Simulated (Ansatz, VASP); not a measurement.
# Ge: VASP beside Ansatz

```
CELL_PARAMETERS angstrom
1.43157 -2.59290 0.00000
1.43157 2.59290 0.00000
0.00000 0.00000 4.65559
ATOMIC_POSITIONS crystal
Ge 0.68582 0.31418 0.25000
Ge 0.31418 0.68582 0.75000
```

Alike in both runs: task single point; functional LDA; k mesh 16 × 16 × 10; occupations gaussian, width 0.1 eV; no spin polarisation.

|  | VASP | Ansatz |
| --- | --- | --- |
| version | VASP 6.6.1 | Ansatz 0.2.0 |
| potentials or method | VASP PAW LDA potentials, release 64 (Ge_d) | scalar-relativistic, plane waves, PAW |
| plane-wave cutoff (eV) | 520 | 420 |
| valence electrons in the cell | 28 | 28 |

```csv
,VASP,Ansatz,Ansatz less VASP
gap on the k mesh at the Fermi level (eV),none,none,-
pressure (GPa),3.7,3.5,-0.14
largest component of the traceless stress (GPa),2.57,2.55,-0.021
rms of the force components (eV/Å),0.025,0.025,-0.0003
```

Atom by atom the forces differ by 0.000 eV/Å (rms over components). A gap of «none» marks a metal or a gap that the smearing closes.
